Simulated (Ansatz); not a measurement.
Input and command of a calculation in Ansatz (plane waves; scalar-relativistic PAW potentials unless the input names others):

```yaml
crystal:
  lattice:
    - [3.8085510186, 0.0, 0.0]
    - [-1.9042755093, 3.2983019337, 0.0]
    - [0.0, 0.0, 6.22187862]
  atoms:
    - { symbol: Na, position: [0.3333333333, 0.6666666667, 0.25] }
    - { symbol: Na, position: [0.6666666667, 0.3333333333, 0.75] }
basis:
  ecutwfc: "400 K"
kpoints:
  mp_grid: { grid: [15, 15, 8] }
hamiltonian:
  xc: r2scan
scf:
  occupations: { method: gaussian, width: 0.1 }
  max_iter: 100
output:
  forces: true
  eigenvalues: true
  stress: true
```

```bash
ansatz run input.yaml --threads 1 --pin off --max-ram 1331MiB --backend cpu --events-out ev --progress --plain --runs-dir out
```

Question: What is wrong with this input?

Answer: The program refuses it, because of a cutoff in the wrong unit (basis.ecutwfc: 500 → "400 K"). With the sound run's settings it is accepted.

Abridged log:
```
Error: inconsistent input (basis.ecutwfc, kpoints): the smallest per-k basis holds n_pw = 0 plane waves (k-point 1, counted from 0 among those solved) but the deck needs at least 10 band(s) per channel, and no run solves more bands than the smallest per-k basis has plane waves; raise basis.ecutwfc until the smallest per-k basis, which caps the automatic band count, holds at least 10 plane waves
```